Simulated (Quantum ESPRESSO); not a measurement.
A calculation with Quantum ESPRESSO 7.5 of In (ASE script, structure from a POSCAR):

Contents of run.py:

```python
import numpy as np
from ase.calculators.espresso import Espresso, EspressoProfile
from ase.io import read

atoms = read('POSCAR')

input_data = {
    'control': {'calculation': 'scf', 'prefix': 'pwscf', 'outdir': './tmp', 'tprnfor': True, 'tstress': True, 'disk_io': 'nowf'},
    'system': {'ecutwfc': 56.0, 'ecutrho': 448.0, 'nbnd': 12, 'occupations': 'smearing', 'smearing': 'fd', 'degauss': 0.00367493},
    'electrons': {'conv_thr': 2e-10, 'electron_maxstep': 120, 'mixing_beta': 0.5},
}
pseudopotentials = {'In': 'in_pbesol_v1.4.uspp.F.UPF'}
profile = EspressoProfile(command='mpirun -n 2 pw.x -nk 2', pseudo_dir='pseudo')
dft = Espresso(profile=profile, input_data=input_data, pseudopotentials=pseudopotentials, kpts=(11, 11, 11), koffset=(0, 0, 0))
atoms.calc = dft

print(f'energy {atoms.get_potential_energy():.8f} eV')
print('forces (eV/A)')
print(np.round(atoms.get_forces(), 6))
print('stress (eV/A^3, Voigt)')
print(np.round(atoms.get_stress(), 8))
print(f'Fermi level {dft.get_fermi_level():.4f} eV')
```

POSCAR

```
In
1.0
   -1.6254700000      1.6254700000      2.4737000000
    1.6254700000     -1.6254700000      2.4737000000
    1.6254700000      1.6254700000     -2.4737000000
In
1
Direct
    0.0000000000      0.0000000000      0.0000000000
```

Potentials or basis: GBRV 1.5 PBEsol.

Run with:

```console
$ OMP_NUM_THREADS=1 python run.py
```

Q: Write the same calculation in another form: native input, structure typed inline.

A: As run:

pw.in

```
&CONTROL
  calculation = 'scf'
  prefix = 'pwscf'
  outdir = './tmp'
  pseudo_dir = './pseudo'
  tprnfor = .true.
  tstress = .true.
  disk_io = 'low'
/
&SYSTEM
  ibrav = 0
  celldm(1) = 8
  nat = 1
  ntyp = 1
  ecutwfc = 56
  ecutrho = 448
  nbnd = 12
  occupations = 'smearing'
  smearing = 'fd'
  degauss = 0.00367493
/
&ELECTRONS
  conv_thr = 2d-10
  electron_maxstep = 120
  mixing_beta = 0.5
/
ATOMIC_SPECIES
In   114.8180 in_pbesol_v1.4.uspp.F.UPF
CELL_PARAMETERS alat
 -0.3839616404744   0.3839616404744   0.5843269393108
  0.3839616404744  -0.3839616404744   0.5843269393108
  0.3839616404744   0.3839616404744  -0.5843269393108
ATOMIC_POSITIONS crystal
In     0.0000000000    0.0000000000    0.0000000000
K_POINTS automatic
11 11 11 0 0 0
```

pp_density.in

```
&INPUTPP
  prefix = 'pwscf'
  outdir = './tmp'
  filplot = 'density.dat'
  plot_num = 0
/
&PLOT
  nfile = 1
  filepp(1) = 'density.dat'
  iflag = 3
  output_format = 6
  fileout = 'density.cube'
/
```

The input pp_potential.in:

```
&INPUTPP
  prefix = 'pwscf'
  outdir = './tmp'
  filplot = 'potential.dat'
  plot_num = 11
/
&PLOT
  nfile = 1
  filepp(1) = 'potential.dat'
  iflag = 3
  output_format = 6
  fileout = 'potential.cube'
/
```

Potentials or basis: GBRV 1.5 PBEsol.

Command:

```bash
$ OMP_NUM_THREADS=1 mpirun -n 2 pw.x -nk 2 -in pw.in > pw.out
$ OMP_NUM_THREADS=1 mpirun -n 1 pp.x -in pp_density.in > pp_density.out
$ OMP_NUM_THREADS=1 mpirun -n 1 pp.x -in pp_potential.in > pp_potential.out
```

Both were run:

|  | ASE script, structure from a POSCAR | native input, structure typed inline |
| --- | --- | --- |
| Pressure | -1.1 GPa | -1.1 GPa |
| Band gap on the k mesh | none (metal or under the smearing width) | none (metal or under the smearing width) |

Keys that steer only the numerical path or the files written may differ.
